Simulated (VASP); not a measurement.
## VASP 6.6.1 run: Si

INCAR

```
LREAL = .FALSE.
PREC = Accurate
EDIFF = 1E-7
ISMEAR = -4
NSW = 0
NBANDS = 16
GGA = PE
LASPH = .TRUE.
IBRION = -1
LCHARG = .FALSE.
ENCUT = 520
NELM = 120
LWAVE = .FALSE.
SIGMA = 0.01
ISIF = 2
```

KPOINTS

```
KPOINTS created by Atomic Simulation Environment
0
Gamma
12 12 4
0 0 0
```

POSCAR

```
Si
 1.0000000000000000
     3.8321295590073570    0.0000000000000000    0.0000000000000000
    -1.9160647795036785    3.3187215486936292    0.0000000000000000
     0.0000000000000000    0.0000000000000000    6.2143925231999999
 Si
   4
Cartesian
 -0.0000000000000000  2.2124810324624193 -0.0045121855187001
  1.9160647795036783  1.1062405162312097  3.1026840760812999
 -0.0000000000000000  2.2124810324624193  2.3349093817187008
  1.9160647795036783  1.1062405162312097  5.4421056433187003
```

The recommended PBE PAW datasets give the neutral cell 16 valence electrons.

Command

```
mpirun -np 1 vasp_std
```

**Question.** Predict the outcome of this run.

**Answer.** It converged. Results: gap between bands v and c on the k mesh 0.32 eV; least direct gap on the k mesh 0.89 eV; pressure 3.2 GPa; largest force 0.02 eV/Å. Band v is the last that the valence electrons fill when counted band by band, and c is the next.

OSZICAR

```
N       E                     dE             d eps       ncg     rms          rms(c)
DAV:   1     0.270765167914E+02    0.27077E+02   -0.59940E+03  1824   0.823E+02
DAV:   2    -0.200997636278E+02   -0.47176E+02   -0.42685E+02  2488   0.121E+02
DAV:   3    -0.219790042121E+02   -0.18792E+01   -0.18653E+01  2472   0.229E+01
DAV:   4    -0.220004491938E+02   -0.21445E-01   -0.21442E-01  2280   0.316E+00
DAV:   5    -0.220008232909E+02   -0.37410E-03   -0.37405E-03  2496   0.393E-01    0.702E+00
DAV:   6    -0.217371059521E+02    0.26372E+00   -0.10613E-01  2112   0.154E+00    0.429E+00
DAV:   7    -0.216169850502E+02    0.12012E+00   -0.22234E-01  2232   0.233E+00    0.255E-01
DAV:   8    -0.216192231803E+02   -0.22381E-02   -0.15536E-02  2200   0.622E-01    0.106E-01
DAV:   9    -0.216197531042E+02   -0.52992E-03   -0.67503E-04  2416   0.150E-01    0.819E-02
DAV:  10    -0.216198624812E+02   -0.10938E-03   -0.13024E-04  2168   0.575E-02    0.149E-02
DAV:  11    -0.216198632365E+02   -0.75530E-06   -0.32899E-06  2488   0.105E-02    0.508E-03
DAV:  12    -0.216198646897E+02   -0.14532E-05   -0.16851E-06  2152   0.692E-03    0.897E-04
DAV:  13    -0.216198644973E+02    0.19241E-06   -0.15921E-07  2296   0.207E-03    0.751E-04
DAV:  14    -0.216198645444E+02   -0.47146E-07   -0.12505E-08  1352   0.707E-04
   1 F= -.21619865E+02 E0= -.21619865E+02  d E =0.000000E+00
```

Standard output (part)

```
POSCAR found type information on POSCAR Si
 POSCAR found :  1 types and       4 ions
 LDA part: xc-table for (Slater+PW92), standard interpolation
 POSCAR, INCAR and KPOINTS ok, starting setup
 WAVECAR not read
 entering main loop
```

For comparison, a separate PBE run of the intended cell, on usual settings and not on those above, gives a gap of 0.32 eV on its mesh and a pressure of 3.2 GPa.
